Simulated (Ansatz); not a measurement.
## CaO (Fm-3m) on a mismatched substrate

```yaml
crystal:
  lattice:
    - [2.38358, 2.38358, 0.00000]
    - [-2.38358, 2.38358, 0.00000]
    - [0.00000, 2.38358, 2.38358]
  atoms:
    - { symbol: Ca, position: [0.00000, 0.00000, 0.00000] }
    - { symbol: O, position: [0.50000, 0.50000, 0.00000] }
```

This cell was relaxed by PAW under PBEsol. A film on a (001) substrate is mimicked by stretching x and y by ε∥; the length along z and the atoms then relax by PAW (default files of Ansatz 0.2.0, cutoff 420 eV, stress met within about 0.05 GPa). Stress and levels come from PBEsol, all-electron LAPW in Ansatz 0.2.0, scalar-relativistic; k mesh 8×8×8, fixed occupations, basis error target 0.5 meV/atom. Conduction levels are in eV over the valence top, at fixed fractional wave vectors.

| ε∥ (%) | ε⊥ (%) | σ∥ (GPa, tension positive) | X ⊥ z | X ∥ z | Γ | L (oblique) | 2nd valence level at Γ | 3rd |
| --- | --- | --- | --- | --- | --- | --- | --- | --- |
| -2.0 | ? | ? | ? | ? | ? | ? | ? | ? |
| -1.0 | 0.548 | -2.74 | 3.502 | 3.551 | 4.877 | 7.195 | 0.000 | -0.043 |
| -0.5 | 0.270 | -1.33 | 3.521 | 3.546 | 4.830 | 7.169 | 0.000 | -0.021 |
| 0.0 | 0.000 | -0.01 | 3.540 | 3.540 | 4.779 | 7.142 | 0.000 | 0.000 |
| 0.5 | -0.270 | 1.23 | 3.539 | 3.514 | 4.703 | 7.094 | -0.020 | -0.020 |
| 1.0 | -0.512 | 2.39 | 3.539 | 3.490 | 4.623 | 7.046 | -0.039 | -0.039 |
| 2.0 | -1.004 | 4.47 | 3.541 | 3.441 | 4.458 | 6.953 | -0.075 | -0.075 |

The last two columns are counted from the highest valence level at Γ.

Question: How does the film contract along z, and how stiff is it in the plane?

Answer: Quadratic fits through the 6 rows shown have slopes dε⊥/dε∥ = -0.533 and dσ∥/dε∥ = 256.3 GPa at zero strain. Elasticity asks −2C12/C11 = -0.519 and C11 + C12 − 2C12²/C11 = 256.7 GPa, from PAW constants C11 = 228.2, C12 = 59.2 GPa. At the level of the σ∥ column the films keep up to 0.04 GPa along z against the unstrained cell, and the constants are scalar-relativistic PAW values, so part of the difference is the change of level.

Question: Which shear deformation potential b does the valence splitting give?

Answer: Without spin-orbit coupling the single level moves against the pair by 3b(ε⊥ − ε∥): -0.0211 eV at ε⊥ − ε∥ = 0.00770 and 0.0204 eV at -0.00770, so b = -0.90 eV.

Question: And the uniaxial potential of the lowest valleys?

Answer: The valley along z moves against those in the plane by Ξu(ε⊥ − ε∥): from 0.0246 to -0.0250 eV between the two smallest strains, so Ξu = 3.22 eV.

Question: Fill the row at ε∥ = -2.0 %.

Answer: The fits give ε⊥ = 1.128 % and σ∥ = -5.79 GPa. Computed: ε⊥ (%) = 1.091, σ∥ (GPa, tension positive) = -5.88, X ⊥ z = 3.464, X ∥ z = 3.560, Γ = 4.955, L (oblique) = 7.249, 2nd valence level at Γ = 0.000, 3rd = -0.090. The levels have a kink at zero strain, where another valence state takes the top, so one parabola doesn't fit them.

Question: What is the slope of the gap under small compression and under small tension?

Answer: dE_g/dε∥ is 38 meV per % on the compressed side and -53 on the stretched side, so the gap falls either way. The lowest conduction level lies at X ⊥ z under the strongest compression and at X ∥ z under the strongest tension.

Caveats: the frozen-core PAW files of the relaxations were fitted under PBE, their cores solved anew for this functional; semilocal gaps are low, and the spacing of valleys can be off by tenths of an eV; levels are read at fixed fractional k, so an edge that moves off these points is missed.
